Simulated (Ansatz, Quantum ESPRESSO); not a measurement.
# honeycomb MgO, layer by layer, part 2 of 7

Aim: screening, gap and ionisation potential of honeycomb MgO against the number of layers.

Quantum ESPRESSO 7.5; plane-wave DFT, PBE, GBRV ultrasoft pseudopotentials; geometry by Ansatz 0.2.0 with PAW datasets.

So far. Step 2 (Relaxation with Ansatz, 1 layer): Little changed from the start: no atom moved by 0.005 Å and no cell edge by 0.1 %.

### Step 3. SCF with pw.x, 1 layer: no field

The zero-field run is the reference. tefield and dipfield are on already, so that all runs share k-points and boundary.

Level of this step: plane-wave DFT, PBE, GBRV ultrasoft pseudopotentials (Quantum ESPRESSO 7.5).

File n1.f0.in:

```
&control
  prefix = 'n1.f0'
  outdir = './out'
  pseudo_dir = './pseudo'
  calculation = 'scf'
  tprnfor = .true.
  tefield = .true.
  dipfield = .true.
/
&system
  ibrav = 0
  nat = 2
  ntyp = 2
  ecutwfc = 40
  ecutrho = 200
  occupations = 'smearing'
  smearing = 'fd'
  degauss = 0.004
  edir = 3
  emaxpos = 0.97
  eopreg = 0.04
  eamp = 0.0
  nbnd = 12
/
&electrons
  conv_thr = 1e-09
  mixing_beta = 0.4
  electron_maxstep = 120
  mixing_mode = 'plain'
/
ATOMIC_SPECIES
  O   15.9990  o_pbe_v1.2.uspp.F.UPF
  Mg  24.3050  mg_pbe_v1.4.uspp.F.UPF
CELL_PARAMETERS angstrom
  3.30000000000655 0.00000000000000 0.00000000000000
  -1.65000000000328 2.85788383249432 0.00000000000000
  0.00000000000000 0.00000000000000 17.00000000000000
ATOMIC_POSITIONS crystal
  O   0.666666666667 0.333333333333 0.500000000000
  Mg  0.333333333333 0.666666666667 0.500000000000
K_POINTS automatic
  12 12 1 0 0 0
```

Command:

```
> OMP_NUM_THREADS=1 mpirun -n 4 pw.x -nk 4 -in n1.f0.in > n1.f0.out
```

Output:

```text
Program PWSCF v.7.5 starts
[citation notice left out]

     Parallel version (MPI & OpenMP), running on       4 processor cores
     Number of MPI processes:                 4
     Threads/MPI process:                     1

     MPI processes distributed on     1 nodes
[...]
Current dimensions of program PWSCF are:
     Max number of different atomic species (ntypx) = 10
     Max number of k-points (npk) =  40000
     Max angular momentum in pseudopotentials (lmaxx) =  4
     Presently no symmetry can be used with electric field

     K-points division:     npool     =       4
     Subspace diagonalization in iterative solution of the eigenvalue problem:
     a serial algorithm will be used

     G-vector sticks info
     --------------------
     sticks:   dense  smooth     PW     G-vecs:    dense   smooth      PW
     Sum         535     433    151                51547    37077    7269

     Using Slab Decomposition

     bravais-lattice index     =            0
     lattice parameter (alat)  =       6.2361  a.u.
     unit-cell volume          =    1081.9421 (a.u.)^3
     number of atoms/cell      =            2
     number of atomic types    =            2
     number of electrons       =        16.00
     number of Kohn-Sham states=           12
     kinetic-energy cutoff     =      40.0000  Ry
     charge density cutoff     =     200.0000  Ry
     scf convergence threshold =      1.0E-09
     mixing beta               =       0.4000
     number of iterations used =            8  plain     mixing
     Exchange-correlation=  SLA  PW   PBX  PBC
                           (   1   4   3   4   0   0   0)

     celldm(1)=   6.236096  celldm(2)=   0.000000  celldm(3)=   0.000000
     celldm(4)=   0.000000  celldm(5)=   0.000000  celldm(6)=   0.000000

     crystal axes: (cart. coord. in units of alat)
               a(1) = (   1.000000   0.000000   0.000000 )
               a(2) = (  -0.500000   0.866025   0.000000 )
               a(3) = (   0.000000   0.000000   5.151515 )

     reciprocal axes: (cart. coord. in units 2 pi/alat)
               b(1) = (  1.000000  0.577350 -0.000000 )
               b(2) = (  0.000000  1.154701  0.000000 )
               b(3) = (  0.000000 -0.000000  0.194118 )

     PseudoPot. # 1 for O  read from file:
     ./pseudo/o_pbe_v1.2.uspp.F.UPF
     Pseudo is Ultrasoft + core correction, Zval =  6.0
     Generated by new atomic code, or converted to UPF format
     Using radial grid of  737 points,  5 beta functions with:
                l(1) =   0
                l(2) =   0
                l(3) =   1
                l(4) =   1
                l(5) =   2
     Q(r) pseudized with  8 coefficients,  rinner =    0.900   0.900   0.900
                                                       0.900   0.900

     PseudoPot. # 2 for Mg read from file:
     ./pseudo/mg_pbe_v1.4.uspp.F.UPF
     Pseudo is Ultrasoft, Zval = 10.0
     Generated by new atomic code, or converted to UPF format
     Using radial grid of  821 points,  7 beta functions with:
                l(1) =   0
                l(2) =   0
                l(3) =   0
                l(4) =   1
                l(5) =   1
                l(6) =   2
                l(7) =   2
     Q(r) pseudized with  8 coefficients,  rinner =    1.200   1.200   1.200
                                                       1.200   1.200

     atomic species   valence    mass     pseudopotential
     O                 6.00    15.99900     O ( 1.00)
     Mg               10.00    24.30500     Mg( 1.00)

     No symmetry found

   Cartesian axes

     site n.     atom                  positions (alat units)
         1        O      tau(   1) = (   0.5000000   0.2886751   2.5757576  )
         2        Mg     tau(   2) = (  -0.0000000   0.5773503   2.5757576  )

     number of k points=    74  Fermi-Dirac smearing, width (Ry)=  0.0040
                       cart. coord. in units 2pi/alat
        k(    1) = (   0.0000000   0.0000000   0.0000000), wk =   0.0138889
        k(    2) = (   0.0000000   0.0962250   0.0000000), wk =   0.0277778
        k(    3) = (   0.0000000   0.1924501   0.0000000), wk =   0.0277778
        k(    4) = (   0.0000000   0.2886751   0.0000000), wk =   0.0277778
        k(    5) = (   0.0000000   0.3849002   0.0000000), wk =   0.0277778
        k(    6) = (   0.0000000   0.4811252   0.0000000), wk =   0.0277778
        k(    7) = (   0.0000000  -0.5773503   0.0000000), wk =   0.0138889
        k(    8) = (   0.0833333   0.0481125   0.0000000), wk =   0.0277778
        k(    9) = (   0.0833333   0.1443376   0.0000000), wk =   0.0277778
        k(   10) = (   0.0833333   0.2405626   0.0000000), wk =   0.0277778
[...]
k(   74) = (  -0.5000000  -0.8660254   0.0000000), wk =   0.0138889

     Dense  grid:    51547 G-vectors     FFT dimensions: (  30,  30, 150)

     Smooth grid:    37077 G-vectors     FFT dimensions: (  25,  25, 135)

     Estimated max dynamical RAM per process >      95.47 MB

     Estimated total dynamical RAM >     344.14 MB

     Initial potential from superposition of free atoms

     starting charge      15.6998, renormalised to      16.0000

     negative rho (up, down):  4.596E-04 0.000E+00

     Adding external electric field

     Computed dipole along edir(3) :
        Dipole                0.0000 Ry au,          0.0000 Debye
        Dipole field          0.0000 Ry au,

        Potential amp.       -0.0000 Ry
        Total length         30.8403 bohr

     Starting wfcs are    9 randomized atomic wfcs +    3 random wfcs

     total cpu time spent up to now is        0.8 secs

     per-process dynamical memory:    47.9 Mb

     Self-consistent Calculation

     iteration #  1     ecut=    40.00 Ry     beta= 0.40
     Davidson diagonalization with overlap
     ethr =  1.00E-02,  avg # of iterations =  7.9

     negative rho (up, down):  3.247E-04 0.000E+00

     Adding external electric field

     Computed dipole along edir(3) :
        Dipole                0.0000 Ry au,          0.0001 Debye
        Dipole field          0.0000 Ry au,

        Potential amp.       -0.0000 Ry
        Total length         30.8403 bohr

     total cpu time spent up to now is        2.6 secs

     total energy              =    -157.65048984 Ry
     estimated scf accuracy    <       0.65211635 Ry

     iteration #  2     ecut=    40.00 Ry     beta= 0.40
[...]
negative rho (up, down):  2.431E-04 0.000E+00

[...]
Dipole                0.0001 Ry au,          0.0001 Debye
[...]
total energy              =    -157.79941113 Ry
     estimated scf accuracy    <       0.07944411 Ry

     iteration #  3     ecut=    40.00 Ry     beta= 0.40
[...]
negative rho (up, down):  2.571E-04 0.000E+00

[...]
Dipole               -0.0000 Ry au,         -0.0001 Debye
[...]
total energy              =    -157.80517361 Ry
     estimated scf accuracy    <       0.01166748 Ry

     iteration #  4     ecut=    40.00 Ry     beta= 0.40
[...]
negative rho (up, down):  2.253E-04 0.000E+00

[...]
Dipole                0.0000 Ry au,          0.0000 Debye
[...]
total energy              =    -157.80603190 Ry
     estimated scf accuracy    <       0.00031480 Ry

     iteration #  5     ecut=    40.00 Ry     beta= 0.40
[...]
negative rho (up, down):  2.122E-04 0.000E+00

[...]
Dipole                0.0000 Ry au,          0.0000 Debye
[...]
total energy              =    -157.80609723 Ry
     estimated scf accuracy    <       0.00003750 Ry

     iteration #  6     ecut=    40.00 Ry     beta= 0.40
[...]
negative rho (up, down):  2.027E-04 0.000E+00

[...]
Dipole               -0.0000 Ry au,         -0.0000 Debye
[...]
total energy              =    -157.80610212 Ry
     estimated scf accuracy    <       0.00000168 Ry

     iteration #  7     ecut=    40.00 Ry     beta= 0.40
[...]
negative rho (up, down):  1.985E-04 0.000E+00

[...]
Dipole                0.0000 Ry au,          0.0000 Debye
[...]
total energy              =    -157.80610232 Ry
     estimated scf accuracy    <       0.00000032 Ry

     iteration #  8     ecut=    40.00 Ry     beta= 0.40
[...]
negative rho (up, down):  1.968E-04 0.000E+00

[...]
Dipole               -0.0000 Ry au,         -0.0000 Debye
[...]
total energy              =    -157.80610241 Ry
     estimated scf accuracy    <       0.00000001 Ry

     iteration #  9     ecut=    40.00 Ry     beta= 0.40
[...]
negative rho (up, down):  1.961E-04 0.000E+00

[...]
Dipole               -0.0000 Ry au,         -0.0000 Debye
[...]
total energy              =    -157.80610242 Ry
     estimated scf accuracy    <          1.5E-09 Ry

     iteration # 10     ecut=    40.00 Ry     beta= 0.40
[...]
negative rho (up, down):  1.953E-04 0.000E+00

[...]
Dipole                0.0000 Ry au,          0.0000 Debye
[...]
End of self-consistent calculation

          k = 0.0000 0.0000 0.0000 (  4649 PWs)   bands (ev):

   -76.0697 -42.9743 -42.7871 -42.7871 -19.3320  -4.9811  -4.3620  -4.3620
    -0.6479   0.9658   1.2633   2.5524

          k = 0.0000 0.0962 0.0000 (  4627 PWs)   bands (ev):

   -76.0696 -42.9741 -42.7892 -42.7876 -19.3040  -4.9311  -4.5523  -4.3777
    -0.4359   1.0678   1.3974   2.6550

          k = 0.0000 0.1925 0.0000 (  4617 PWs)   bands (ev):

   -76.0693 -42.9737 -42.7950 -42.7889 -19.2265  -5.0012  -4.7904  -4.4202
     0.1084   1.3677   1.7952   2.9659

          k = 0.0000 0.2887 0.0000 (  4617 PWs)   bands (ev):

   -76.0689 -42.9730 -42.8028 -42.7907 -19.1186  -5.5114  -4.5879  -4.4770
     0.8630   1.8459   2.4469   3.4851

          k = 0.0000 0.3849 0.0000 (  4629 PWs)   bands (ev):

   -76.0685 -42.9724 -42.8107 -42.7925 -19.0082  -5.9505  -4.5324  -4.3720
     1.7785   2.4631   3.3432   4.2112

          k = 0.0000 0.4811 0.0000 (  4631 PWs)   bands (ev):

   -76.0682 -42.9719 -42.8164 -42.7938 -18.9256  -6.2419  -4.5723  -4.2041
     2.8259   3.1303   4.4719   5.2072

[...]
the Fermi energy is    -2.7342 ev

!    total energy              =    -157.80610241 Ry
     estimated scf accuracy    <          1.1E-10 Ry
     smearing contrib. (-TS)   =      -0.00000000 Ry
     internal energy E=F+TS    =    -157.80610241 Ry

     The total energy is F=E-TS. E is the sum of the following terms:
     one-electron contribution =    -531.51685247 Ry
     hartree contribution      =     263.91706625 Ry
     xc contribution           =     -24.35849576 Ry
     ewald contribution        =     134.15217957 Ry
     electric field correction =       0.00000000 Ry

     convergence has been achieved in  10 iterations

     negative rho (up, down):  1.953E-04 0.000E+00

     Forces acting on atoms (cartesian axes, Ry/au):

     atom    1 type  1   force =     0.00000021    0.00000038   -0.00000013
     atom    2 type  2   force =    -0.00000021   -0.00000038    0.00000013

     Total force =     0.000001     Total SCF correction =     0.000001
     SCF correction compared to forces is large: reduce conv_thr to get better values

[...]
=------------------------------------------------------------------------------=
   JOB DONE.
=------------------------------------------------------------------------------=
```

Elapsed: 15 s, on 4 MPI ranks of Arm Neoverse V2, shared host; peak memory 0.41 GiB.

This step gave:

| Item | Value |
| --- | --- |
| free energy | -2147.0614 eV |
| Fermi energy | -2.734 eV |
| dipole along the normal | 0 e·Å |
| valence top, on the run's zero | -4.036 eV |
| conduction bottom, on the run's zero | -0.6479 eV |
| gap by band count | 3.389 eV |

The run needed 10 iterations to bring the estimated error under 1e-09 Ry.

### Step 4. Potential by pp.x, 1 layer

plot_num = 11 writes the bare and Hartree potential. It leaves out exchange and correlation, which fade slowly, so it flattens close to the surface.

File n1.f0.pot.in:

```
&inputpp
  prefix = 'n1.f0'
  outdir = './out'
  filplot = 'n1.f0.pot.dat'
  plot_num = 11
/
```

Command:

```
> OMP_NUM_THREADS=1 mpirun -n 4 pp.x -in n1.f0.pot.in > n1.f0.pot.out
```

Output:

```text
[banner, memory and clock lines left out]
Program POST-PROC v.7.5 starts

          URL

     ./out/n1.f0.save/

     IMPORTANT: XC functional enforced from input :
     Exchange-correlation= PBE
                           (   1   4   3   4   0   0   0)
     Any further DFT definition will be discarded
     Please, verify this is what you really want

     negative rho (up, down):  1.953E-04 0.000E+00

     Adding external electric field

     Computed dipole along edir(3) :
        Dipole                0.0000 Ry au,          0.0000 Debye
        Dipole field          0.0000 Ry au,

        Potential amp.       -0.0000 Ry
        Total length         30.8403 bohr

     Calling punch_plot, plot_num =  11

     Adding external electric field

     Computed dipole along edir(3) :
        Dipole                0.0000 Ry au,          0.0000 Debye
        Dipole field          0.0000 Ry au,

        Potential amp.       -0.0000 Ry
        Total length         30.8403 bohr

     Writing data to file  n1.f0.pot.dat
     Message from routine chdens:
     namelist plot not found or invalid, exiting
```

The job ended after 0.83 s (4 MPI ranks; peak memory 0.09 GiB; 3 s of CPU time).

Numbers from this step:

```
slope of the potential above                                          : 4.34e-5 eV/Å
upper vacuum line continued to the top atoms, over the valence top    : 5.546 eV
slope of the potential below                                          : -3.99e-5 eV/Å
lower vacuum line continued to the bottom atoms, over the valence top : 5.546 eV
vacuum level at the upper face over the valence top of the mesh       : 5.547 eV
vacuum level at the lower face over the valence top of the mesh       : 5.547 eV
```

Electrostatic potential energy of an electron, with the sawtooth; zero at the highest filled level of the SCF mesh. Potential energy, planar mean against z:

```
z (Å)  potential energy, planar mean (eV)
    0                                5.55
    1                                5.55
    2                                5.55
    3                                5.55
    4                                5.55
    5                                5.54
    6                                5.52
    7                                5.09
    8                               -2.40
    9                               -2.40
   10                                5.09
   11                                5.52
   12                                5.54
   13                                5.55
   14                                5.55
   15                                5.55
   16                                5.55
```

### Step 5. SCF with pw.x, 1 layer: field 0.1 V/Å

eamp is the field in Hartree atomic units (1 a.u. = 51.42 V/Å). With dipfield on, it is the field in the vacuum beside an isolated sheet. The run starts from the density of the one before.

n1.f1.in, as its differences from the input of step 3:

```diff
@@ -1,3 +1,3 @@
 &control
-  prefix = 'n1.f0'
+  prefix = 'n1.f1'
   outdir = './out'
@@ -21,3 +21,3 @@
   eopreg = 0.04
-  eamp = 0.0
+  eamp = 0.00194469
   nbnd = 12
@@ -29,2 +29,3 @@
   mixing_mode = 'plain'
+  startingpot = 'file'
 /
```

Command:

```
> cp -r out/n1.f0.save out/n1.f1.save
> OMP_NUM_THREADS=1 mpirun -n 4 pw.x -nk 4 -in n1.f1.in > n1.f1.out
```

Output:

```text
[banner, memory and clock lines left out]
Program PWSCF v.7.5 starts
[...]
number of electrons       =        16.00
     number of Kohn-Sham states=           12
     kinetic-energy cutoff     =      40.0000  Ry
     charge density cutoff     =     200.0000  Ry
[...]
number of k points=    74  Fermi-Dirac smearing, width (Ry)=  0.0040
[...]
Dense  grid:    51547 G-vectors     FFT dimensions: (  30,  30, 150)
[...]
The initial density is read from file :
[...]
negative rho (up, down):  1.953E-04 0.000E+00
[...]
Starting wfcs are    9 randomized atomic wfcs +    3 random wfcs
[...]
negative rho (up, down):  1.951E-04 0.000E+00
[...]
estimated scf accuracy    <       0.00020752 Ry
[...]
negative rho (up, down):  1.951E-04 0.000E+00
[...]
estimated scf accuracy    <       0.00000120 Ry
[...]
negative rho (up, down):  1.952E-04 0.000E+00
[...]
estimated scf accuracy    <       0.00000018 Ry
[...]
negative rho (up, down):  1.952E-04 0.000E+00
[...]
estimated scf accuracy    <       0.00000002 Ry
[...]
negative rho (up, down):  1.952E-04 0.000E+00
[...]
estimated scf accuracy    <          1.6E-09 Ry
[...]
negative rho (up, down):  1.952E-04 0.000E+00
[...]
Computed dipole along edir(3) :
        Dipole                0.0235 Ry au,          0.0598 Debye
        Dipole field          0.0003 Ry au,
        E field amplitude [Ha a.u.]:  1.9447E-03
        Potential amp.        0.1031 Ry
        Total length         30.8403 bohr
[...]
the Fermi energy is    -2.8041 ev
!    total energy              =    -157.80614825 Ry
     estimated scf accuracy    <          3.5E-10 Ry
     smearing contrib. (-TS)   =      -0.00000000 Ry
     internal energy E=F+TS    =    -157.80614825 Ry
[...]
one-electron contribution =    -531.51590261 Ry
     hartree contribution      =     263.91610329 Ry
     xc contribution           =     -24.35844341 Ry
     ewald contribution        =     134.15217957 Ry
     electric field correction =      -0.00008510 Ry
     convergence has been achieved in   6 iterations
     negative rho (up, down):  1.952E-04 0.000E+00
[...]
Total force =     0.002719     Total SCF correction =     0.000105
[...]
```

Elapsed: 11 s, on 4 MPI ranks; peak memory 0.4 GiB.

Read from the output:

* free energy: -2147.0620 eV
* Fermi energy: -2.804 eV
* dipole along the normal: 0.01245 e·Å
* valence top, on the run's zero: -4.023 eV
* conduction bottom, on the run's zero: -0.6417 eV
* gap by band count: 3.381 eV

### Step 6. Electrostatic potential, 1 layer

File n1.f1.pot.in:

```
&inputpp
  prefix = 'n1.f1'
  outdir = './out'
  filplot = 'n1.f1.pot.dat'
  plot_num = 11
/
```

Command:

```
> OMP_NUM_THREADS=1 mpirun -n 4 pp.x -in n1.f1.pot.in > n1.f1.pot.out
```

It took 0.83 s on 4 MPI ranks; peak memory 0.1 GiB; 3 s of CPU time.

This step gave:

| Quantity | Value |
| --- | --- |
| slope of the potential above | 0.1000 eV/Å |
| upper vacuum line continued to the top atoms, over the valence top | 5.428 eV |
| slope of the potential below | 0.09995 eV/Å |
| lower vacuum line continued to the bottom atoms, over the valence top | 5.667 eV |

The slope in the vacuum is 0.100 eV/Å for an applied 0.10 V/Å, as it should be.

(Part 2 of 7 ends here.)

[Logs are printed without paths, hosts, clocks, repeated set-up lines and the standing remarks that a program may print on its own settings, such as how far it seeks lower states.]

[Hosts, paths, dates, database ids (printed as entryN), source tags and the programs' standing remarks are cut or masked in the printed files.]

[Maps of the electrostatic potential energy from Ansatz leave out the sawtooth potential of an applied field or a dipole correction, so their vacuum need not be flat; planar profiles and work functions include it.]
